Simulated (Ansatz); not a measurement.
Runs of Ansatz 0.2.0 on PbO2. Symmetry: Fm-3m, No. 225, cubic system. The conventional cell has a = 5.404 Å, b = 5.404 Å, c = 5.404 Å, α = 90.00°, β = 90.00°, γ = 90.00°. Pb (site symmetry m-3m) has 8 O at 2.34 Å as nearest neighbours. O (site symmetry -43m) has 4 Pb at 2.34 Å as nearest neighbours. The cell comes from a database or a generator and needn't be the stable form of this composition.

```tsv
task	level	spin	cell	k mesh	points for each segment of the path	gap on the mesh (eV)	pressure (GPa)
band structure	PBEsol	off	as given	9 × 9 × 9	14	none	-5.7
band structure	LDA	SOC, no magnetisation	as given	7 × 7 × 7	14	none	(a)
band structure	PBEsol	SOC, no magnetisation	as given	7 × 7 × 7	14	none	-6.2
band structure	RPBE	off	as given	9 × 9 × 9	14	none	4.3
relaxation of cell and atoms	LDA	off	relaxed	9 × 9 × 9	-	none	0.0
```

Alike in all rows: potentials or basis Ansatz PAW; cutoff (eV) 420; smearing fermi-dirac 0.05 eV.

Q: Fill in the values left out.

A: (a) -10.5.

Caveats: the PAW data sets come from PBE, with cores solved anew for the run's functional, which leaves a small shift of forces and pressure; spin-orbit coupling is left out, which moves the levels of the heavy elements (some runs); the plane-wave basis is chosen anew once the cell has moved, so the energies of steps on either side of that aren't comparable (some runs).

A k mesh can miss the band edges, and rows without SOC leave out spin-orbit coupling on Pb.

A gap of «none» marks a metal or a gap under the smearing width.

Runs at the PBE level aren't shown here.
